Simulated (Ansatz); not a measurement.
**Mn: do energies and stresses tell the same story?**

All numbers below come from DFT PBE, scalar-relativistic, plane waves, PAW in Ansatz 0.2.0.

Settings: cutoff 420 eV, Γ-centred mesh 21×21×10 on the computed 2-atom cell, Gaussian smearing of 0.10 eV; no spin polarisation.

Relaxed cell: P6_3/mmc, a = 2.481 Å, b = 2.481 Å, c = 4.016 Å, α = 90.00°, β = 90.00°, γ = 120.00°, 2 atoms in the primitive cell. This form isn't the element's structure at ambient conditions.

Energies at zero smearing and pressures from the stress tensor, at volumes with shape and atoms relaxed:
```csv
V (Å³/atom),E − E(first) (meV/atom),P (GPa)
9.421,0.00,47.46
9.742,-79.64,32.58
10.063,-131.78,19.94
10.384,-160.54,9.17
10.705,-169.38,0.01
11.026,-161.28,-7.78
11.347,-138.76,-14.41
11.776,-89.99,-21.71
```

Problem. Check P = −dE/dV between neighbouring volumes, and get the bulk modulus from the pressures alone.

Solution. With 1 eV/Å³ = 160.2 GPa:
```tsv
middle V (Å³/atom)	−ΔE/ΔV (GPa)	mean P (GPa)
9.581	39.732	40.024
9.902	26.012	26.260
10.223	14.344	14.554
10.545	4.412	4.593
10.866	-4.041	-3.883
11.187	-11.237	-11.093
11.562	-18.246	-18.057
```

The two differ by 0.29 GPa at most. The mean of two end pressures misses the average over a step by about ΔV² P″/12, up to 0.20 GPa here; with that taken off 0.09 GPa remains. The stress is the derivative of the free energy, not of the energy at zero smearing, and with free energies 0.01 GPa remains. Around V = 10.705 Å³/atom, the two neighbours give B = −V ΔP/ΔV = 10.705 × 16.95 / 0.642 = 282.6 GPa, against B0 = 281.0 GPa from the Birch–Murnaghan fit of the energies.

A ferromagnetic start lost its moments in a first run, so spin was left out; other magnetic orders weren't tried.